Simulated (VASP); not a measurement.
# LiCl (Fm-3m) in VASP: settings compared, part 2 of 3

VASP 6.6.1. Earlier steps stand in the parts before.

## 3. Band structure, LDA

The input, INCAR:

```
SYSTEM = LiCl
  PREC = Accurate
  ENCUT = 520
  EDIFF = 1E-6
  ISMEAR = 0
  SIGMA = 0.02
  LREAL = .False.
  LASPH = .True.
  NELM = 100
  ALGO = Fast
  ISIF = 2
  LWAVE = .False.
  LCHARG = .False.
  NBANDS = 12
```

The input, KPOINTS:

```
Automatic mesh
0
Gamma
  10 10 10
  0 0 0
```

The input, POSCAR:

```
LiCl
1.0
    0.0000000000      2.5647700000      2.5647700000
    2.5647700000      0.0000000000      2.5647700000
    2.5647700000      2.5647700000      0.0000000000
Cl Li
1 1
Direct
    0.5000000000      0.5000000000      0.5000000000
    0.0000000000      0.0000000000      0.0000000000
```

The input, KPOINTS_OPT:

```
path GXWKGLUWLK,UX
20
line-mode
reciprocal
 0.0000000000  0.0000000000  0.0000000000  G
 0.5000000000  0.0000000000  0.5000000000  X

 0.5000000000  0.0000000000  0.5000000000  X
 0.5000000000  0.2500000000  0.7500000000  W

 0.5000000000  0.2500000000  0.7500000000  W
 0.3750000000  0.3750000000  0.7500000000  K

 0.3750000000  0.3750000000  0.7500000000  K
 0.0000000000  0.0000000000  0.0000000000  G

 0.0000000000  0.0000000000  0.0000000000  G
 0.5000000000  0.5000000000  0.5000000000  L

 0.5000000000  0.5000000000  0.5000000000  L
 0.6250000000  0.2500000000  0.6250000000  U

 0.6250000000  0.2500000000  0.6250000000  U
 0.5000000000  0.2500000000  0.7500000000  W

 0.5000000000  0.2500000000  0.7500000000  W
 0.5000000000  0.5000000000  0.5000000000  L

 0.5000000000  0.5000000000  0.5000000000  L
 0.3750000000  0.3750000000  0.7500000000  K

 0.6250000000  0.2500000000  0.6250000000  U
 0.5000000000  0.0000000000  0.5000000000  X
```

Potentials or basis: VASP PAW LDA potentials, release 64 (Cl, Li_sv).

Started as:

```console
cat potpaw_LDA.64/Cl/POTCAR potpaw_LDA.64/Li_sv/POTCAR > POTCAR
mpirun -np 1 vasp_std > vasp.out
```

OUTCAR:

```text
SYSTEM = LiCl
   PREC = Accurate
   ENCUT = 520
   EDIFF = 1E-6
   ISMEAR = 0
   LREAL = .False.
   LASPH = .True.
   NELM = 100
   ISIF = 2

 ion  position               nearest neighbor table
   1  0.500  0.500  0.500-   2 2.56   2 2.56   2 2.56   2 2.56   2 2.56   2 2.56
   2  0.000  0.000  0.000-   1 2.56   1 2.56   1 2.56   1 2.56   1 2.56   1 2.56

  LATTYP: Found a face centered cubic cell.
 ALAT       =     5.1295400000

  Lattice vectors:

 A1 = (   0.0000000000,   2.5647700000,   2.5647700000)
 A2 = (   2.5647700000,   0.0000000000,   2.5647700000)
 A3 = (   2.5647700000,   2.5647700000,   0.0000000000)

[... 546 lines left out ...]

  FORCE on cell =-STRESS in cart. coord.  units (eV):
  Direction    XX          YY          ZZ          XY          YZ          ZX
  --------------------------------------------------------------------------------------
  -------------------------------------------------------------------------------------
  Total       -0.6957805     -0.6957805     -0.6957805      0.0000000      0.0000000      0.0000000
  in kB      -33.0375302    -33.0375302    -33.0375302      0.0000000      0.0000000      0.0000000
  external PRESSURE =     -33.0375302 kB  Pullay stress =       0.0000000 kB

 VOLUME and BASIS-vectors are now :
 -----------------------------------------------------------------------------
  energy-cutoff  :      520.00
  volume of cell :       33.74
      direct lattice vectors                 reciprocal lattice vectors
     0.000000000  2.564770000  2.564770000    -0.194949255  0.194949255  0.194949255
     2.564770000  0.000000000  2.564770000     0.194949255 -0.194949255  0.194949255
     2.564770000  2.564770000  0.000000000     0.194949255  0.194949255 -0.194949255

 POSITION                                       TOTAL-FORCE (eV/Angst)
 -----------------------------------------------------------------------------------
      2.56477      2.56477      2.56477         0.000000     -0.000000      0.000000
      0.00000      0.00000      0.00000        -0.000000      0.000000     -0.000000
 -----------------------------------------------------------------------------------
    total drift:                                0.000000      0.000000      0.000000

  FREE ENERGIE OF THE ION-ELECTRON SYSTEM (eV)
  ---------------------------------------------------
  free  energy   TOTEN  =        -8.0620536211 eV

  energy  without entropy=       -8.0620536211  energy(sigma->0) =       -8.06205362
```

It took 36 s on 1 thread of Intel Xeon Platinum 8559C (Emerald Rapids), shared host; peak memory 0.15 GiB.

What came out:

```
Free energy             : -8.0621 eV
Band gap on the k mesh  : 6.00 eV, direct
Band gap along the path : 6.00 eV, direct
```

Levels at the corners of the path, in eV from the valence-band top:
```
point  band 1  band 2  band 3  band 4  band 5  band 6  band 7  band 8  band 9  band 10
    Γ  -42.48  -13.33    0.00    0.00    0.00    6.00   11.73   11.73   11.73    14.10
    X  -42.47  -12.49   -3.00   -1.14   -1.14    7.63    8.00   12.09   13.72    13.72
    X  -42.47  -12.49   -3.00   -1.14   -1.14    7.63    8.00   12.09   13.72    13.72
    W  -42.47  -12.50   -2.21   -2.21   -1.10    9.33    9.81   10.16   10.16    15.61
    W  -42.47  -12.50   -2.21   -2.21   -1.10    9.33    9.81   10.16   10.16    15.61
    K  -42.47  -12.52   -2.58   -1.85   -0.86    7.80    9.70   11.15   11.46    13.63
    K  -42.47  -12.52   -2.58   -1.85   -0.86    7.80    9.70   11.15   11.46    13.63
    Γ  -42.48  -13.33    0.00    0.00    0.00    6.00   11.73   11.73   11.73    14.10
    Γ  -42.48  -13.33    0.00    0.00    0.00    6.00   11.73   11.73   11.73    14.10
    L  -42.48  -12.74   -2.90   -0.26   -0.26    6.41    9.21    9.21   12.66    16.52
    L  -42.48  -12.74   -2.90   -0.26   -0.26    6.41    9.21    9.21   12.66    16.52
    U  -42.47  -12.52   -2.58   -1.85   -0.86    7.80    9.70   11.15   11.46    13.63
    U  -42.47  -12.52   -2.58   -1.85   -0.86    7.80    9.70   11.15   11.46    13.63
    W  -42.47  -12.50   -2.21   -2.21   -1.10    9.33    9.81   10.16   10.16    15.61
    W  -42.47  -12.50   -2.21   -2.21   -1.10    9.33    9.81   10.16   10.16    15.61
    L  -42.48  -12.74   -2.90   -0.26   -0.26    6.41    9.21    9.21   12.66    16.52
    L  -42.48  -12.74   -2.90   -0.26   -0.26    6.41    9.21    9.21   12.66    16.52
    K  -42.47  -12.52   -2.58   -1.85   -0.86    7.80    9.70   11.15   11.46    13.63
    U  -42.47  -12.52   -2.58   -1.85   -0.86    7.80    9.70   11.15   11.46    13.63
    X  -42.47  -12.49   -3.00   -1.14   -1.14    7.63    8.00   12.09   13.72    13.72
```

Caveat: the cutoff is under 1.25 times the usual one of these potentials, so pressure, stress and relaxed cells hold a basis-set (Pulay) error.

## 4. Band structure, PBE

Changes to INCAR since step 3:

```diff
@@ -13,2 +13,3 @@
   LCHARG = .False.
+  GGA = PE
   NBANDS = 12
```

KPOINTS is that of step 3.

POSCAR is that of step 3.

KPOINTS_OPT is that of step 3.

Potentials or basis: VASP PAW PBE potentials, release 64 (Cl, Li_sv).

Started as:

```console
cat potpaw_PBE.64/Cl/POTCAR potpaw_PBE.64/Li_sv/POTCAR > POTCAR
mpirun -np 1 vasp_std > vasp.out
```

It took 56 s on 1 thread of Intel Xeon Platinum 8559C (Emerald Rapids), shared host; peak memory 0.17 GiB.

It converged, with:

- Free energy: -7.3858 eV
- Band gap on the k mesh: 6.34 eV, direct
- Band gap along the path: 6.34 eV, direct

Levels at the corners of the path, in eV from the valence-band top:
```tsv
point	band 3	band 4	band 5	band 6	band 7	band 8
Γ	0.00	0.00	0.00	6.34	11.94	11.94
X	-2.90	-1.10	-1.10	7.88	8.29	12.44
X	-2.90	-1.10	-1.10	7.88	8.29	12.44
W	-2.12	-2.12	-1.06	9.56	10.14	10.44
W	-2.12	-2.12	-1.06	9.56	10.14	10.44
K	-2.48	-1.78	-0.83	8.08	9.94	11.45
K	-2.48	-1.78	-0.83	8.08	9.94	11.45
Γ	0.00	0.00	0.00	6.34	11.94	11.94
Γ	0.00	0.00	0.00	6.34	11.94	11.94
L	-2.81	-0.26	-0.26	6.76	9.50	9.50
L	-2.81	-0.26	-0.26	6.76	9.50	9.50
U	-2.48	-1.78	-0.83	8.08	9.94	11.45
U	-2.48	-1.78	-0.83	8.08	9.94	11.45
W	-2.12	-2.12	-1.06	9.56	10.14	10.44
W	-2.12	-2.12	-1.06	9.56	10.14	10.44
L	-2.81	-0.26	-0.26	6.76	9.50	9.50
L	-2.81	-0.26	-0.26	6.76	9.50	9.50
K	-2.48	-1.78	-0.83	8.08	9.94	11.45
U	-2.48	-1.78	-0.83	8.08	9.94	11.45
X	-2.90	-1.10	-1.10	7.88	8.29	12.44
```

Caveat: the cutoff is under 1.25 times the usual one of these potentials, so pressure, stress and relaxed cells hold a basis-set (Pulay) error.

[end of part 2 of 3]
